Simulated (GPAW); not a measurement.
# TiC (Fm-3m) in GPAW: equation of state

How stiff is TiC in PBEsol, and what volume does it want? The cell is scaled to several volumes.

Program: GPAW 26.7.0. These are calculated values, not measurements. Logs are shortened: lines on timing, memory, paths and dates and some standing lists are left out, and cuts for length are marked. The log counts tension as positive stress, the text compression.

### Step 1. The crystal as given

The structure is cubic, space group Fm-3m (No. 225). The conventional cell has a = 4.331 Å, b = 4.331 Å, c = 4.331 Å, α = 90.00°, β = 90.00°, γ = 90.00°. Around Ti (site symmetry m-3m) lie 6 C at 2.17 Å. C (site symmetry m-3m) has 6 Ti at 2.17 Å as nearest neighbours.

The cell is a database's computed one.

### Step 2. Equation of state, PBEsol

run.py reads:

```python
from ase import Atoms
from ase.eos import EquationOfState
from ase.io import Trajectory
from ase.units import GPa
from gpaw import GPAW, PW, setup_paths

setup_paths.insert(0, '.')

atoms = Atoms(['Ti', 'C'],
              cell=[[0.0, 2.1657188437, 2.1657188437],
                    [2.1657188437, 0.0, 2.1657188437],
                    [2.1657188437, 2.1657188437, 0.0]],
              scaled_positions=[[0.0, 0.0, 0.0],
                                [0.5, 0.5, 0.5]],
              pbc=True)

traj = Trajectory('eos.traj', 'w')
volumes, energies = [], []
for x in [0.94, 0.96, 0.98, 1.0, 1.02, 1.04, 1.06]:
    a = atoms.copy()
    a.set_cell(atoms.cell * x**(1 / 3), scale_atoms=True)
    calc = GPAW(mode=PW(800),
                xc='PBEsol',
                kpts={'size': (11, 11, 11), 'gamma': True},
                occupations={'name': 'fermi-dirac', 'width': 0.05},
                nbands=18,
                convergence={'density': 1e-05, 'energy': 1e-05},
                maxiter=150,
                txt=f'eos-{x:.2f}.txt')
    a.calc = calc
    energies.append(a.get_potential_energy(force_consistent=True))
    volumes.append(a.get_volume())
    p = -a.get_stress()[:3].mean() / GPa
    calc.write(f'eos-{x:.2f}.gpw')
    traj.write(a)
    print(f'{x:.2f} {volumes[-1]:10.4f} A^3 {energies[-1]:14.6f} eV {p:9.3f} GPa', flush=True)

v0, e0, B = EquationOfState(volumes, energies, eos='birchmurnaghan').fit()
print(f'V0 = {v0:.4f} A^3, E0 = {e0:.6f} eV, B0 = {B / GPa:.2f} GPa')
```

Potentials or basis: PAW data sets generated in the run's folder for this functional, pw.

On the command line:

```
$ gpaw-setup -f PBEsol C Ti
$ OMP_NUM_THREADS=1 python run.py
```

What it wrote:

```text
__  _  _
 | _ |_)|_||  |
 |__||  | ||/\| - 26.7.0

Input parameters:
  mode=PW(ecut=800.0),
  convergence={'density': 1e-05, 'energy': 1e-05},
  kpts=MonkhorstPack(size=(11, 11, 11), gamma=True),
  maxiter=150,
  nbands=18,
  occupations=Occupations(name='fermi-dirac', width=0.05),
  xc=XC(name='PBEsol')

Diagonalizing LCAO Hamiltonian
Converting LCAO to pw mode

              C

       Ti

Atoms  # Å, Bohr magnetons
|   | symbol |        x |        y |        z |    initial magnetic moments |
|---|--------|----------|----------|----------|-----------------------------|
| 0 |     Ti | 0.000000 | 0.000000 | 0.000000 | ( 0.0000,  0.0000,  0.0000) |
| 1 |      C | 2.136449 | 2.136449 | 2.136449 | ( 0.0000,  0.0000,  0.0000) |

Unit cell  # Å
| periodic |        x |        y |        z |  lengths |    angles |
|----------|----------|----------|----------|----------|-----------|
|      yes | 0.000000 | 2.136449 | 2.136449 | 3.021395 | 60.000000 |
|      yes | 2.136449 | 0.000000 | 2.136449 | 3.021395 | 60.000000 |
|      yes | 2.136449 | 2.136449 | 0.000000 | 3.021395 | 60.000000 |

Number of symmetries: 48
Symmetry operations  # r_c * U_cc + t_c -> r_c
|    | kind |            matrix            |
|----|------|------------------------------|
|  0 |  σ   |  1, 0, 0,  1, 0,-1,  1,-1, 0 |
|  1 |  C2  |  1, 0, 0,  1,-1, 0,  1, 0,-1 |
|  2 |  E   |  1, 0, 0,  0, 1, 0,  0, 0, 1 |
|  3 |  σ   |  1, 0, 0,  0, 0, 1,  0, 1, 0 |
|  4 |  C4  |  1, 0,-1,  1, 0, 0,  1,-1, 0 |
|  5 |  S6  |  1, 0,-1,  1,-1, 0,  1, 0, 0 |
|  6 |  σ   |  1, 0,-1,  0, 1,-1,  0, 0,-1 |
|  7 |  C3  |  1, 0,-1,  0, 0,-1,  0, 1,-1 |
|  8 |  S6  |  1,-1, 0,  1, 0, 0,  1, 0,-1 |
|  9 |  C4  |  1,-1, 0,  1, 0,-1,  1, 0, 0 |
| 10 |  C3  |  1,-1, 0,  0,-1, 1,  0,-1, 0 |
| 11 |  σ   |  1,-1, 0,  0,-1, 0,  0,-1, 1 |
| 12 |  σ   |  0, 1, 0,  1, 0, 0,  0, 0, 1 |
| 13 |  C4  |  0, 1, 0,  0, 1,-1, -1, 1, 0 |
| 14 |  C3  |  0, 1, 0,  0, 0, 1,  1, 0, 0 |
| 15 |  S6  |  0, 1, 0, -1, 1, 0,  0, 1,-1 |
| 16 |  C2  |  0, 1,-1,  1, 0,-1,  0, 0,-1 |
| 17 |  σ   |  0, 1,-1,  0, 1, 0, -1, 1, 0 |
| 18 |  S4  |  0, 1,-1,  0, 0,-1,  1, 0,-1 |
| 19 |  C4  |  0, 1,-1, -1, 1, 0,  0, 1, 0 |
| 20 |  C3  |  0, 0, 1,  1, 0, 0,  0, 1, 0 |
| 21 |  σ   |  0, 0, 1,  0, 1, 0,  1, 0, 0 |
| 22 |  S6  |  0, 0, 1,  0,-1, 1, -1, 0, 1 |
| 23 |  C4  |  0, 0, 1, -1, 0, 1,  0,-1, 1 |
| 24 |  S4  |  0, 0,-1,  1, 0,-1,  0, 1,-1 |
| 25 |  C3  |  0, 0,-1,  0, 1,-1,  1, 0,-1 |
| 26 |  C2  |  0, 0,-1,  0,-1, 0, -1, 0, 0 |
| 27 |  S6  |  0, 0,-1, -1, 0, 0,  0,-1, 0 |
| 28 |  S4  |  0,-1, 1,  1,-1, 0,  0,-1, 0 |
| 29 |  C4  |  0,-1, 1,  0, 0, 1, -1, 0, 1 |
| 30 |  C2  |  0,-1, 1,  0,-1, 0,  1,-1, 0 |
| 31 |  σ   |  0,-1, 1, -1, 0, 1,  0, 0, 1 |
| 32 |  C3  |  0,-1, 0,  1,-1, 0,  0,-1, 1 |
| 33 |  S6  |  0,-1, 0,  0, 0,-1, -1, 0, 0 |
| 34 |  S4  |  0,-1, 0,  0,-1, 1,  1,-1, 0 |
| 35 |  C2  |  0,-1, 0, -1, 0, 0,  0, 0,-1 |
| 36 |  C2  | -1, 1, 0,  0, 1, 0,  0, 1,-1 |
| 37 |  S6  | -1, 1, 0,  0, 1,-1,  0, 1, 0 |
| 38 |  S4  | -1, 1, 0, -1, 0, 1, -1, 0, 0 |
| 39 |  C3  | -1, 1, 0, -1, 0, 0, -1, 0, 1 |
| 40 |  S6  | -1, 0, 1,  0, 0, 1,  0,-1, 1 |
| 41 |  C2  | -1, 0, 1,  0,-1, 1,  0, 0, 1 |
| 42 |  C3  | -1, 0, 1, -1, 1, 0, -1, 0, 0 |
| 43 |  S4  | -1, 0, 1, -1, 0, 0, -1, 1, 0 |
| 44 |  C2  | -1, 0, 0,  0, 0,-1,  0,-1, 0 |
| 45 |  i   | -1, 0, 0,  0,-1, 0,  0, 0,-1 |
| 46 |  σ   | -1, 0, 0, -1, 1, 0, -1, 0, 1 |
| 47 |  C2  | -1, 0, 0, -1, 0, 1, -1, 1, 0 |

BZ-sampling:
  Number of BZ points: 1331
  Number of IBZ points: 56

  Monkhorst-Pack size: [11, 11, 11]
  Monkhorst-Pack shift: [0, 0, 0]

K-points  # in reciprocal-cell coordinates
|     |                                coordinates |     weight |
|-----|--------------------------------------------|------------|
|   0 | (  0.00000000,   0.00000000,   0.00000000) | 0.00075131 |
|   1 | (  0.09090909,   0.09090909,   0.00000000) | 0.00450789 |
|   2 | (  0.09090909,   0.09090909,   0.09090909) | 0.00601052 |
|   3 | (  0.18181818,   0.09090909,   0.09090909) | 0.00901578 |
|   4 | (  0.18181818,   0.18181818,   0.00000000) | 0.00450789 |
|   5 | (  0.18181818,   0.18181818,   0.09090909) | 0.01803156 |
|   6 | (  0.18181818,   0.18181818,   0.18181818) | 0.00601052 |
|   7 | (  0.27272727,   0.18181818,   0.09090909) | 0.01803156 |
|   8 | (  0.27272727,   0.18181818,   0.18181818) | 0.01803156 |
|   9 | (  0.27272727,   0.27272727,   0.00000000) | 0.00450789 |
| ... |                                            |            |
|  55 | (  0.45454545,   0.45454545,   0.45454545) | 0.00601052 |

Plane wave coefficients: 1015
Cutoff: 800.0 eV

Spin-components: 1 (collinear spins)
Bands:           18
Projectors:      11
Spin-degeneracy: 2
Datatype:        complex128

Parallelization:
  kpt:    1
  domain: 1
  band:   1

Density:
  Valence electrons: 16.0
  Components: 1
  Grid points: [20 20 20]
  Charge: 0.0  # |e|

Potential:
  Grid points: [20 20 20]

species:
  Ti:
    name:    Titanium
    Z:       22.0
    valence: 12
    core:    10
    charge:  0.0  # [|e|]
    compensation charges:
      type: gauss
      rc: 0.38  # [Å]
      lmax: 2
    cutoffs:
      filter: 2.23  # [Å]
      core: 1.02  # [Å]
    projectors
    | kind |    occ | energy [eV] | rcut [Å] |
    |------|--------|-------------|----------|
    |   3s |  2.000 |     -62.441 |    1.270 |
    |   4s |  2.000 |      -4.477 |    1.270 |
    |   3p |  6.000 |     -38.776 |    1.058 |
    |   4p |  0.000 |      -1.449 |    1.058 |
    |   3d |  2.000 |      -4.275 |    1.058 |
    |    d |        |      22.937 |    1.058 |

    Using partial waves for Ti as LCAO basis

  C:
    name:    Carbon
    Z:       6.0
    valence: 4
    core:    2
    charge:  0.0  # [|e|]
    compensation charges:
      type: gauss
      rc: 0.20  # [Å]
      lmax: 2
    cutoffs:
      filter: 1.14  # [Å]
      core: 1.14  # [Å]
    projectors
    | kind |    occ | energy [eV] | rcut [Å] |
    |------|--------|-------------|----------|
    |   2s |  2.000 |     -13.648 |    0.635 |
    |   2p |  2.000 |      -5.232 |    0.635 |
    |    s |        |      13.563 |    0.635 |
    |    p |        |      21.979 |    0.635 |
    |    d |        |       0.000 |    0.635 |

    Using partial waves for C as LCAO basis

Reference energy: -24220.709613  # eV

eigensolver:
  PPCG
  Converge bands: occupied
  niter=2

density mixing:
  MSR1-Mixer
  Pratt-step length: 0.05
  Maximum mixing coefficient: 0.75
  Old densities: 10
  SVD Regularization: 0.005
  Good broyden scale: 1.0
  Trust region scale: 1.0
  Backstep threshold: 4.0
  History deletion threshold: 6.0
  Fourier metric: weight=20.0, sigma=0.015

occupation numbers:
  Fermi-Dirac:
    width: 0.0500  # eV

poisson solver:
  ecut: 6400.0  # eV

xc functional:
  name: PBEsol with 2 nearest neighbor stencil

convergence criteria:
- Maximum integral of absolute [dens]ity change: 1e-05 electrons / valence electron
- Maximum [total energy] change in last 3 cyles: 1e-05 eV / valence electron
- Maximum integral of absolute [eigenst]ate change: 4e-08 eV^2 / valence electron
maximum number of iterations: 150

SCF iterations
|iter     | |      energy | eigst |  dens |
|---------|-|-------------|-------|-------|
|iter:   1| |  -20.824900 | -0.36 |       |
|iter:   2| |  -20.029648 | -2.54 | -0.81 |
|iter:   3| |  -18.649315 | -1.31 | -0.89 |
|iter:   4| |  -18.631947 | -2.79 | -1.60 |
|iter:   5| |  -18.641003 | -3.57 | -1.84 |
|iter:   6| |  -18.640794 | -4.22 | -2.48 |
|iter:   7| |  -18.640803 | -6.36 | -3.40 |
|iter:   8| |  -18.640806c| -6.86 | -3.73 |
|iter:   9| |  -18.640806c| -8.24c| -5.11c|

Converged in 9 steps
Energy contributions relative to reference atoms: (reference = -24220.709613)

Energy contributions:
  Kinetic:          19.073198
  Coulomb:         -19.522675
  Zero:              0.102125
  External:          0.000000
  Xc:              -18.292225
  Entropy:          -0.002457
  Spinorbit:         0.000000
  ----------------------------
  Free energy:     -18.642035
  Extrapolated:    -18.640806

dipole moment: (-13.684515, -13.684515, -13.684515)  # |e|*Ang

Fermi level: 10.675
Eigenvalues  # (at kpt = [0.000, 0.000, 0.000])
| band index |      eig [eV] | occ [0-2] |
|------------|---------------|-----------|
|          0 |       -45.557 |     2.000 |
|          1 |       -21.687 |     2.000 |
|          2 |       -21.687 |     2.000 |
|          3 |       -21.687 |     2.000 |
|          4 |        -1.937 |     2.000 |
|          5 |        11.297 |     0.000 |
|          6 |        11.297 |     0.000 |
|          7 |        11.297 |     0.000 |
|          8 |        12.362 |     0.000 |
|          9 |        12.362 |     0.000 |
|         10 |        12.362 |     0.000 |
|         11 |        12.448 |     0.000 |
|         12 |        12.448 |     0.000 |
|        ... |               |           |
|         17 |        31.004 |     0.000 |

No gap
No difference between direct/indirect transitions

Stress tensor  # eV/Ang^3
|         x |         y |         z |
|-----------|-----------|-----------|
| -0.031451 |  0.000000 |  0.000000 |
|  0.000000 | -0.031451 |  0.000000 |
|  0.000000 |  0.000000 | -0.031451 |

# Writing to eos-0.96.gpw (mode='')
```

Wall time 2.6 min (1 thread of Arm Neoverse V1, shared host); peak memory 0.28 GiB.

Results:

```
Equilibrium volume                      : 9.95 Å³/atom
Bulk modulus                            : 268 GPa
Pressure derivative of the bulk modulus : 4.1
```

Energy against volume, from the lowest point:
```tsv
volume (Å³/atom)	energy (meV/atom)
9.548	14.50
9.752	3.41
9.955	0.00
10.158	3.51
10.361	13.26
10.564	28.63
10.767	49.07
```
